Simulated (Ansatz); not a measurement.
**Random alloy of the monolayer 2H MoS2-WS2 line, x = 0.64 (75 atoms): geometry optimisation**

Wanted: the relaxed structure of random alloy of the monolayer 2H MoS2-WS2 line, x = 0.64 (75 atoms) and its electronic structure.

Method: Kohn-Sham DFT, PBE, PAW (set soft_2), plane waves, in Ansatz 0.2.0.

## (1) The structure

The cell holds 75 atoms: 9 Mo, 50 S and 16 W. Cell: a = 15.900 Å, b = 15.900 Å, c = 18.500 Å, α = 90.0°, β = 90.0°, γ = 120.0°. It derives from MoS2 (monolayer 2H MoS2-WS2) and WS2, repeated 5×5×1. Monolayer 2H MoS2-WS2: 75 atoms, 16 of 25 Mo sites given to W at random, cell and internal coordinates interpolated linearly between the end members (Vegard's rule); not relaxed, displaced by a Gaussian of 0.02 Å. Lattice constants are starting values near those of PBE. Vacuum lies along c.

Before any run, some limits are plain. The host structure and its lattice constant were typed by rule, without a check against the phase diagram. Only the Γ point is sampled in the main run, in a cell whose shortest periodic width is 14 Å. Spin–orbit coupling is left out, which matters for the levels of the heavy elements.

## (2) Single point at the start

A single point comes first, to see the forces before anything moves.

input.yaml reads:

```yaml
crystal:
  lattice:
    - [15.9, 0.0, 0.0]
    - [-7.95, 13.7698, 0.0]
    - [0.0, 0.0, 18.5]
  atoms:
    - { symbol: Mo, position: [0.0016, 0.99911, 0.49943] }
    - { symbol: S, position: [0.13261, 0.06792, 0.58228] }
    - { symbol: S, position: [0.13498, 0.06556, 0.41558] }
    - { symbol: W, position: [0.00075, 0.20212, 0.49777] }
    - { symbol: S, position: [0.13265, 0.26611, 0.58599] }
    - { symbol: S, position: [0.13182, 0.26642, 0.41429] }
    - { symbol: W, position: [0.00048, 0.40085, 0.49881] }
    - { symbol: S, position: [0.13543, 0.46798, 0.58531] }
    - { symbol: S, position: [0.13397, 0.46567, 0.4151] }
    - { symbol: W, position: [0.99863, 0.59961, 0.50057] }
    - { symbol: S, position: [0.13218, 0.66609, 0.58402] }
    - { symbol: S, position: [0.13178, 0.66569, 0.41522] }
    - { symbol: W, position: [0.99876, 0.80034, 0.50179] }
    - { symbol: S, position: [0.13413, 0.86639, 0.5838] }
    - { symbol: S, position: [0.13362, 0.86912, 0.41529] }
    - { symbol: Mo, position: [0.19934, 0.00028, 0.50227] }
    - { symbol: S, position: [0.33393, 0.06756, 0.58509] }
    - { symbol: S, position: [0.33206, 0.06501, 0.41486] }
    - { symbol: W, position: [0.20016, 0.20085, 0.50091] }
    - { symbol: S, position: [0.33471, 0.26708, 0.58572] }
    - { symbol: S, position: [0.33329, 0.26849, 0.41579] }
    - { symbol: W, position: [0.19998, 0.40071, 0.49992] }
    - { symbol: S, position: [0.33586, 0.46887, 0.58713] }
    - { symbol: S, position: [0.33053, 0.46457, 0.41469] }
    - { symbol: Mo, position: [0.20084, 0.60127, 0.50034] }
    - { symbol: S, position: [0.33057, 0.66622, 0.58566] }
    - { symbol: S, position: [0.33418, 0.66777, 0.415] }
    - { symbol: Mo, position: [0.19988, 0.80027, 0.50044] }
    - { symbol: S, position: [0.33367, 0.86684, 0.58404] }
    - { symbol: S, position: [0.3339, 0.86684, 0.41646] }
    - { symbol: W, position: [0.40164, 0.00027, 0.49959] }
    - { symbol: S, position: [0.53284, 0.06728, 0.58485] }
    - { symbol: S, position: [0.53293, 0.06673, 0.41457] }
    - { symbol: W, position: [0.40055, 0.19935, 0.50132] }
    - { symbol: S, position: [0.53427, 0.26753, 0.58358] }
    - { symbol: S, position: [0.53408, 0.26774, 0.41421] }
    - { symbol: W, position: [0.39969, 0.40005, 0.49852] }
    - { symbol: S, position: [0.53434, 0.4679, 0.58383] }
    - { symbol: S, position: [0.53282, 0.46476, 0.41519] }
    - { symbol: W, position: [0.39878, 0.60163, 0.50044] }
    - { symbol: S, position: [0.53274, 0.66554, 0.58614] }
    - { symbol: S, position: [0.53446, 0.66397, 0.41657] }
    - { symbol: W, position: [0.40229, 0.80049, 0.4987] }
    - { symbol: S, position: [0.53429, 0.8664, 0.58411] }
    - { symbol: S, position: [0.53219, 0.86747, 0.41609] }
    - { symbol: Mo, position: [0.59959, 0.00076, 0.49876] }
    - { symbol: S, position: [0.73438, 0.06673, 0.58456] }
    - { symbol: S, position: [0.73384, 0.06793, 0.41605] }
    - { symbol: Mo, position: [0.60077, 0.2002, 0.50008] }
    - { symbol: S, position: [0.73428, 0.267, 0.5855] }
    - { symbol: S, position: [0.73118, 0.26313, 0.41636] }
    - { symbol: Mo, position: [0.60307, 0.40064, 0.49989] }
    - { symbol: S, position: [0.73308, 0.46649, 0.58478] }
    - { symbol: S, position: [0.73155, 0.46592, 0.41416] }
    - { symbol: Mo, position: [0.6001, 0.59957, 0.50054] }
    - { symbol: S, position: [0.73383, 0.6681, 0.58499] }
    - { symbol: S, position: [0.73471, 0.66391, 0.41454] }
    - { symbol: W, position: [0.60297, 0.80367, 0.49973] }
    - { symbol: S, position: [0.73322, 0.86634, 0.5862] }
    - { symbol: S, position: [0.73347, 0.86765, 0.41489] }
    - { symbol: W, position: [0.79863, 0.00046, 0.50054] }
    - { symbol: S, position: [0.93488, 0.06651, 0.5841] }
    - { symbol: S, position: [0.93422, 0.06702, 0.41554] }
    - { symbol: W, position: [0.80075, 0.20169, 0.5004] }
    - { symbol: S, position: [0.93654, 0.26828, 0.58548] }
    - { symbol: S, position: [0.93172, 0.26754, 0.41569] }
    - { symbol: Mo, position: [0.80178, 0.40152, 0.49957] }
    - { symbol: S, position: [0.93396, 0.46585, 0.58688] }
    - { symbol: S, position: [0.93038, 0.46411, 0.41345] }
    - { symbol: W, position: [0.79807, 0.59837, 0.50211] }
    - { symbol: S, position: [0.93195, 0.66472, 0.58597] }
    - { symbol: S, position: [0.9317, 0.66487, 0.41618] }
    - { symbol: W, position: [0.80047, 0.79937, 0.50152] }
    - { symbol: S, position: [0.93467, 0.86902, 0.58531] }
    - { symbol: S, position: [0.93537, 0.86683, 0.41392] }
kpoints:
  mp_grid: { grid: [1, 1, 1] }
hamiltonian:
  xc: pbe
scf:
  occupations: { method: fermi_dirac, width: 0.025 }
output:
  forces: true
```

On the command line:

```sh
ansatz run input.yaml --threads 11 --pin off --max-ram 102400MiB --backend cuda --events-out ev --progress --plain --runs-dir out
```

Numbers of over 12 decimals in the logs are rounded to 6 here.

Output:

```text
Engine: ansatz 0.2.0, x86_64-unknown-linux-gnu
Pseudopotentials: kind: paw
Pseudopotential: Mo, paw, valence charge 14, recommended cutoff 420 eV (normal), Mo.paw.azcp
Pseudopotential: S, paw, valence charge 6, recommended cutoff 420 eV (normal), S.paw.azcp
Pseudopotential: W, paw, valence charge 14, recommended cutoff 420 eV (normal), W.paw.azcp
Functional definition: PBE
  parameter kappa = 0.804
  parameter beta = 0.066725
  exchange = pbe_x(kappa = kappa, mu = beta*pi^2/3)
  correlation = pbe_c(beta = beta)
device memory: the entry about to start is reckoned to put 6.8 GiB on a device that reports 78.6 GiB free
GPU FFT provider: cuFFT
GPU libraries: cuBLAS 13.8.2, cuFFT 12.4.0, cuSOLVER 12.3.4
Crystal: 75 atoms, lattice volume = 4050.387 Å³
Basis set: ecut = 420 eV, 79165 PW (Γ), exchange–correlation on 216×216×250 points (8 copies of the dense FFT grid, shifted against one another)
Bands: 400, of which v1, the nominal top of the filled ones, is band 325 counted from 1 (324 counted from 0)
Symmetry: 1 space group operations
Space group: P1 (ITA 1), of the structure as read, at distance tolerance 1.6e-4 Å
k-points: 1
Non-local potential: Mo, projectors of the file, l = 0: 3, l = 1: 2, l = 2: 2, l = 3: 1
Non-local potential: S, projectors of the file, l = 0: 2, l = 1: 2, l = 2: 2
Non-local potential: W, projectors of the file, l = 0: 3, l = 1: 2, l = 2: 2, l = 3: 1
PAW form: soft (Blöchl's): semilocal exchange-correlation on the pseudo side does not see the compensation charge
PAW one-centre angular grid: Mo, 590 points (default); XC on 64 Gauss nodes
PAW one-centre angular grid: S, 110 points (default); XC on 64 Gauss nodes
PAW one-centre angular grid: W, 590 points (default); XC on 64 Gauss nodes
Initial density: superposition of atomic densities (neutral atoms: chi_scale 0, normalization atom), corrected by the library's trained network
Initial wavefunctions: pseudopotential atomic-orbital guess
GPU buffer pool allocated for 1458000 grid points (all kernels)
GPU transforms: local potential and band sums: pruned to the plane-wave sphere, on 108×108×125
Functional: x = pbe(κ = 0.804, μ = 0.219515), c = pbe(β = 0.066725)
SCF iter   1: F=—  HF=-255927.644290 eV  |F-HF|=—  |Δ(HF+E_count)|=         —  Δρ=3.44e-3  dr2=6.70e-1  ethr=1.77e-3  ⟨swp⟩=8.0  Hψ=1708  notcnv=0  defer=7
preconditioner: auto → Resta (q_TF=auto, 2.011 Å⁻¹)  ε∞=3.4  [insulator: Δε(μ)=1.988 eV  Ē_g=8.022 eV  σ=0.025 eV  W_gap=1.00  n_scr=538 (ndim 8)  ℏωp=12.4 eV  f_vac=0.638  D(μ)=0.00/eV (n_scr^D=0)  ε∞_Penn≈3.4  vacuum switching on, ρ_ref=4.7e-3 e/Å³]
SCF iter   2: F=—  HF=-255927.742677 eV  |F-HF|=—  |Δ(HF+E_count)|=   9.84e-2  Δρ=2.42e-3  dr2=5.15e-1  ethr=1.03e-4  ⟨swp⟩=3.0  Hψ=676  notcnv=0  defer=59
SCF iter   3: F=—  HF=-255927.724857 eV  |F-HF|=—  |Δ(HF+E_count)|=   1.78e-2  Δρ=1.45e-3  dr2=7.20e-2  ethr=7.92e-5  ⟨swp⟩=5.0  Hψ=535  notcnv=0  defer=36
automatic band count: iteration 3 solves 377 bands in place of 400: the levels show a gap, and the empty bands left out lie too high to hold charge; the band table lists the bands solved (type scf.n_extra_bands for more)
SCF iter   4: F=—  HF=-255927.762095 eV  |F-HF|=—  |Δ(HF+E_count)|=   3.72e-2  Δρ=7.59e-4  dr2=3.26e-2  ethr=1.11e-5  ⟨swp⟩=3.0  Hψ=570  notcnv=0  defer=36
SCF iter   5: F=—  HF=-255927.767935 eV  |F-HF|=—  |Δ(HF+E_count)|=   5.84e-3  Δρ=1.52e-4  dr2=1.49e-3  ethr=5.01e-6  ⟨swp⟩=2.0  Hψ=562  notcnv=0  defer=36
SCF iter   6: F=—  HF=-255927.769218 eV  |F-HF|=—  |Δ(HF+E_count)|=   1.28e-3  Δρ=9.76e-5  dr2=9.23e-4  ethr=2.29e-7  ⟨swp⟩=3.0  Hψ=573  notcnv=0  defer=36
SCF iter   7: F=—  HF=-255927.767935 eV  |F-HF|=—  |Δ(HF+E_count)|=   1.28e-3  Δρ=4.12e-5  dr2=1.73e-4  ethr=1.42e-7  ⟨swp⟩=2.0  Hψ=497  notcnv=0  defer=36
SCF iter   8: F=—  HF=-255927.767900 eV  |F-HF|=—  |Δ(HF+E_count)|=   3.50e-5  Δρ=2.70e-5  dr2=9.88e-5  ethr=2.66e-8  ⟨swp⟩=2.0  Hψ=516  notcnv=0  defer=36
SCF iter   9: F=—  HF=-255927.770388 eV  |F-HF|=—  |Δ(HF+E_count)|=   2.49e-3  Δρ=1.37e-5  dr2=8.76e-6  ethr=1.52e-8  ⟨swp⟩=3.0  Hψ=494  notcnv=0  defer=36
SCF iter  10: F=—  HF=-255927.770388 eV  |F-HF|=—  |Δ(HF+E_count)|=   5.05e-7  Δρ=7.45e-6  dr2=4.76e-6  ethr=1.35e-9  ⟨swp⟩=3.0  Hψ=601  notcnv=0  defer=36
SCF iter  11: F=—  HF=-255927.770388 eV  |F-HF|=—  |Δ(HF+E_count)|=   1.12e-7  Δρ=4.57e-6  dr2=2.39e-6  ethr=7.32e-10  ⟨swp⟩=2.0  Hψ=502  notcnv=0  defer=36
SCF iter  12: F=—  HF=-255927.770388 eV  |F-HF|=—  |Δ(HF+E_count)|=   2.12e-7  Δρ=1.63e-6  dr2=2.62e-7  ethr=3.68e-10  ⟨swp⟩=2.0  Hψ=497  notcnv=0  defer=36
SCF iter  13: F=-255927.770388 eV  HF=-255927.770388 eV  |F-HF|=2.63e-7  |Δ(HF+E_count)|=   1.03e-7  Δρ=8.10e-7  dr2=1.33e-8  ethr=1.54e-11  ⟨swp⟩=4.0  Hψ=1231  notcnv=0
SCF 1 converged in 13 iterations: F = -255927.770388 eV  dr2 = 1.33e-8
  greatest PAW one-centre occupation: 1.000 electrons in one spin orbital (limit 2), on the W atom at site 39 (counted from 0), in its partial waves of l = 0
SCF converged after 13 iterations
Free energy (F): -255927.770388 eV
Harris-Foulkes:  -255927.770388 eV  (|F-HF|=2.63e-7)
Internal energy: -255927.770388 eV  (E = F + TS)
E sigma→0 (E₀):  -255927.770388 eV
Fermi energy:    0.613983 eV
--- Per-component energies (eV) ---
  E_band       = -11588.323896
  E_kinetic    = 16540.144734
  E_local      = -354445.829941  (includes V_loc(G=0)·N_el)
  E_nonlocal   = 2708.175658
  E_hartree    = 168710.115307
  E_xc         = -10790.603797
  E_vxc        = -10270.964634  (∫ρ·V_xc dr)
  E_paw        = -195822.493148  (= ΣΔE_a)
  E_vpaw       = -3540.057494  (= ΣTr[D̂ρ^β])
  E_aug_tail   = -0.000543  (compensation charges beyond the density's cutoff)
  E_ewald      = 117172.721341
  E_smearing   = -0.000000  (= −TS)
  E_closure    = 0.000000  (closes the sum)
  Σ components = -255927.770388   (vs F -255927.770388, Δ=0.00e0)
--- Forces (eV/Å), atoms counted from 1 ---
  atom   1  Mo    -0.63632104     0.29352322    -0.34543454
  atom   2  S      0.12842009    -0.03337371     1.03899577
  atom   3  S     -0.15696496     0.37776707    -0.00489496
  atom   4  W      0.05864443    -0.59046899     1.11549918
  atom   5  S     -0.09482399     0.20689412    -0.36535641
  atom   6  S      0.39119376     0.18288317    -0.01195038
  atom   7  W      0.01900744     0.23182287     0.73110115
  atom   8  S     -0.27977778    -0.11732611    -0.22817639
  atom   9  S     -0.17521970     0.33990913    -0.09333021
  atom  10  W      0.50933510    -0.54650668    -0.26025636
  atom  11  S      0.02320884     0.11419706     0.20992698
  atom  12  S     -0.02341304     0.15839295     0.14322762
  atom  13  W      0.54296454    -0.19567736    -0.76083499
  atom  14  S     -0.24457240    -0.05014195     0.63760522
[...]
atom  74  S     -0.05359118    -0.26154643     0.24166026
  atom  75  S     -0.32061963    -0.25551090     0.43427343
  max |Σ_I F_I| component: 3.07e-5 eV/Å
```

It took 2.8 s on 1 × NVIDIA H100 80GB HBM3 with 11 threads of AMD EPYC 7R13 (Zen 3), shared host; peak memory 1.7 GiB.

That memory is the host's; the program planned up to 6.8 GiB on the GPU.

The run gave:

```
free energy            : -255927.7704 eV
free energy per atom   : -3412.3703 eV/atom
SCF cycles             : 13
r.m.s. force component : 0.3893 eV/Å
longest force          : 1.568 eV/Å
Fermi energy           : 0.614 eV
```

The r.m.s. force component of 0.39 eV/Å sets the starting point.

Length of the force by element:

```
element  coordination  atoms  mean length of the force (eV/Å)  spread  least  most
     Mo           all      9                            0.745   0.259  0.371  1.14
      S           all     50                            0.463   0.198  0.159  1.05
      W           all     16                            0.960   0.261  0.584  1.57
```

## (3) Relaxation

The atoms are relaxed in the fixed cell, aiming at the force tolerance of the input.

Edit input.yaml of step 2 so:

```diff
@@ -15 +15,4 @@
   forces: true
+relax:
+  f_tol: 0.04
+  max_steps: 150
```

Output:

```text
[...]
GPU FFT provider: cuFFT
GPU libraries: cuBLAS 13.8.2, cuFFT 12.4.0, cuSOLVER 12.3.4
Crystal: 75 atoms, lattice volume = 4050.387 Å³
Basis set: ecut = 420 eV, 79165 PW (Γ), exchange–correlation on 216×216×250 points (8 copies of the dense FFT grid, shifted against one another)
Bands: 400, of which v1, the nominal top of the filled ones, is band 325 counted from 1 (324 counted from 0)
Symmetry: 1 space group operations
[...]
k-points: 1
[...]
GPU buffer pool allocated for 1458000 grid points (all kernels)
[...]
SCF iter   1: F=—  HF=-255927.644281 eV  |F-HF|=—  |Δ(HF+E_count)|=         —  Δρ=3.44e-3  dr2=6.70e-1  ethr=1.77e-3  ⟨swp⟩=8.0  Hψ=1708  notcnv=0  defer=7
[...]
SCF iter   9: F=-255927.770386 eV  HF=-255927.770388 eV  |F-HF|=2.10e-6  |Δ(HF+E_count)|=   1.08e-5  Δρ=1.36e-5  dr2=8.25e-6  ethr=6.15e-9  ⟨swp⟩=3.0  Hψ=1397  notcnv=0
SCF 1 converged in 9 iterations: F = -255927.770386 eV  dr2 = 8.25e-6
[...]
relax step   1: F+E_penalty+E_count = -255927.77038554 eV  Δ(F+E_penalty+E_count) = +0.000e0 eV  max|allowed force component| = 1.517e0 eV/Å  Δτ_max = 0.0000 Å  (9 SCF iters, dr2 threshold 4.00e-5 eV, accepted)
[...]
relax step   2: F+E_penalty+E_count = -255928.11298284 eV  Δ(F+E_penalty+E_count) = -3.426e-1 eV  max|allowed force component| = 8.514e-1 eV/Å  Δτ_max = 0.1187 Å  (8 SCF iters, dr2 threshold 1.00e-4 eV, accepted)
[...]
relax step   3: F+E_penalty+E_count = -255928.42694065 eV  Δ(F+E_penalty+E_count) = -3.140e-1 eV  max|allowed force component| = 1.555e-2 eV/Å  Δτ_max = 0.0631 Å  (7 SCF iters, dr2 threshold 4.53e-5 eV, accepted)
[...]
relax step   4: F+E_penalty+E_count = -255928.42695682 eV  Δ(F+E_penalty+E_count) = -1.617e-5 eV  max|allowed force component| = 1.548e-2 eV/Å  Δτ_max = 0.0000 Å  (5 SCF iters, accepted)
SCF converged after 5 iterations
Free energy (F): -255928.426957 eV
[...]
Internal energy: -255928.426957 eV  (E = F + TS)
E sigma→0 (E₀):  -255928.426957 eV
Fermi energy:    0.617295 eV
[...]
--- Forces (eV/Å), atoms counted from 1 ---
  atom   1  Mo    -0.01436600     0.00204061    -0.00041871
  atom   2  S     -0.00114575     0.00060026    -0.00156232
  atom   3  S      0.00326393    -0.00642886     0.00699375
  atom   4  W      0.00169407     0.00883755     0.00219874
  atom   5  S     -0.00999757     0.00211802     0.00292969
  atom   6  S     -0.00098369     0.00320475    -0.00448001
  atom   7  W     -0.00594872     0.01090126     0.00284214
  atom   8  S      0.00051073    -0.00031792     0.00362627
  atom   9  S      0.00300235     0.00309158     0.00280974
  atom  10  W      0.00711938    -0.01513552     0.00217037
  atom  11  S     -0.00114756    -0.00569874     0.00062466
  atom  12  S     -0.00029568    -0.00141033     0.00687325
  atom  13  W      0.00597372    -0.00711486     0.00194516
  atom  14  S      0.00071405    -0.00875921    -0.00000390
[...]
atom  74  S      0.00218626    -0.00573716     0.00298933
  atom  75  S      0.00042576    -0.00627730    -0.00544107
  max |Σ_I F_I| component: 1.99e-5 eV/Å
--- Relaxed structure (4 steps of the walk, 4 accepted, 0 SCFs on fresh bases) ---
  F+E_penalty+E_count = -255928.42695682 eV   max|allowed force component| = 1.548e-2 eV/Å
  atoms:
    - { symbol: Mo, position: [0.000523326, 1.000558, 0.500041] }
    - { symbol: S, position: [0.133642, 0.067054, 0.584941] }
    - { symbol: S, position: [0.133666, 0.067136, 0.415121] }
    - { symbol: W, position: [-0.000250689, 0.199805, 0.500137] }
[...]
- { symbol: S, position: [0.933728, 0.867010, 0.415172] }
```

Run time: 5.5 s. Hardware: 1 × NVIDIA H100 80GB HBM3 with 11 threads; peak memory 1.8 GiB.

That memory is the host's; the program planned up to 6.8 GiB on the GPU.

Relaxation path:

```
step  energy less that of the first step (eV)  largest force component (eV/Å)
   1                                   0.0000                          1.5168
   2                                  -0.3426                          0.8514
   3                                  -0.6566                          0.0155
   4                                  -0.6566                          0.0155
```

The atoms that moved most (Å):

```
atom      dx      dy      dz  length
 S42  -0.041   0.040  -0.026   0.063
 S69   0.033   0.036   0.036   0.061
 S57  -0.041   0.037   0.013   0.057
 W58  -0.020  -0.052   0.007   0.056
  S2   0.023  -0.012   0.049   0.056
  W4   0.003  -0.032   0.044   0.054
 S23  -0.023  -0.025  -0.039   0.052
 S51   0.005   0.047  -0.016   0.050
```

The relaxation changed the energy by -8.75 meV/atom, and atoms moved by 0.033 Å r.m.s., 0.063 Å at most.

## (4) Structure statistics after relaxation

Bonds before and after, by the cutoffs listed below:

```
pair  bonds before  bonds after  mean before (Å)  mean after (Å)  spread before (Å)  spread after (Å)
 S-W            96           96            2.419           2.416              0.027             0.004
S-Mo            54           54            2.412           2.416              0.023             0.002
```

Normalised to the volume that the atoms fill. Pair distribution functions g(r), in bins of 0.2 Å:

```
r (Å)  total   S-S   S-W  S-Mo    W-W   W-Mo  Mo-Mo
 2.40   4.07  0.00  9.15  9.15   0.00   0.00   0.00
 2.60   0.00  0.00  0.00  0.00   0.00   0.00   0.00
 2.80   0.00  0.00  0.00  0.00   0.00   0.00   0.00
 3.00   0.00  0.00  0.00  0.00   0.00   0.00   0.00
 3.20   3.96  6.25  0.00  0.00  10.10  11.75   8.80
 3.40   0.00  0.00  0.00  0.00   0.00   0.00   0.00
 3.60   0.00  0.00  0.00  0.00   0.00   0.00   0.00
 3.80   0.00  0.00  0.00  0.00   0.00   0.00   0.00
 4.00   1.51  0.00  3.40  3.40   0.00   0.00   0.00
 4.20   0.00  0.00  0.00  0.00   0.00   0.00   0.00
 4.40   1.20  2.69  0.00  0.00   0.00   0.00   0.00
 4.60   0.00  0.00  0.00  0.00   0.00   0.00   0.00
 4.80   0.00  0.00  0.00  0.00   0.00   0.00   0.00
 5.00   0.33  0.00  0.98  0.31   0.00   0.00   0.00
 5.20   1.50  0.00  3.13  3.79   0.00   0.00   0.00
 5.40   0.05  0.02  0.00  0.00   0.47   0.42   0.00
 5.60   1.12  1.74  0.00  0.00   2.64   3.88   2.17
 5.80   0.00  0.00  0.00  0.00   0.00   0.00   0.00
 6.00   0.00  0.00  0.00  0.00   0.00   0.00   0.00
 6.20   0.00  0.00  0.00  0.00   0.00   0.00   0.00
 6.40   1.48  2.67  0.00  0.00   2.85   2.30   3.27
 6.60   0.00  0.00  0.00  0.00   0.00   0.00   0.00
 6.80   1.03  0.00  2.32  2.32   0.00   0.00   0.00
 7.00   0.45  1.01  0.00  0.00   0.00   0.00   0.00
 7.20   0.03  0.06  0.00  0.00   0.00   0.00   0.00
 7.40   0.01  0.00  0.03  0.00   0.00   0.00   0.00
 7.60   0.41  0.00  0.92  0.95   0.00   0.00   0.00
 7.80   0.00  0.00  0.00  0.00   0.00   0.00   0.00
```

Bonds by pair of elements; cutoffs follow the first minimum of g(r), held within bounds set by covalent radii, and pairs that aren't listed don't count as bonded:

```
pair A-B  cutoff (Å)  bonds  mean length (Å)  spread (Å)  shortest (Å)  B about A  A about B
     S-W        3.12     96             2.42       0.004          2.41       1.92          6
    S-Mo        3.03     54             2.42       0.002          2.41       1.08          6
```

How many atoms have how many bonded neighbours:

```
element  mean   3   6
     Mo     6   0   9
      S     3  50   0
      W     6   0  16
```

Bond angles (no mean is given where the spread exceeds 20°):

```
  angle  count  mean (°)  spread (°)
  S-W-S    240         -           -
 S-Mo-S    135         -           -
 Mo-S-W     76      82.3         0.1
  W-S-W     58      82.3         0.1
Mo-S-Mo     16      82.4         0.1
```

Counting bonds as in the table, all Mo atoms have 6, all S atoms have 3 and all W atoms have 6 bonded neighbours.

(Part 1 of 3 ends here.)

[Logs are printed without paths, hosts, clocks, repeated set-up lines and the standing remarks that a program may print on its own settings, such as how far it seeks lower states.]

[Hosts, paths, dates, database ids (printed as entryN), source tags and the programs' standing remarks are cut or masked in the printed files.]
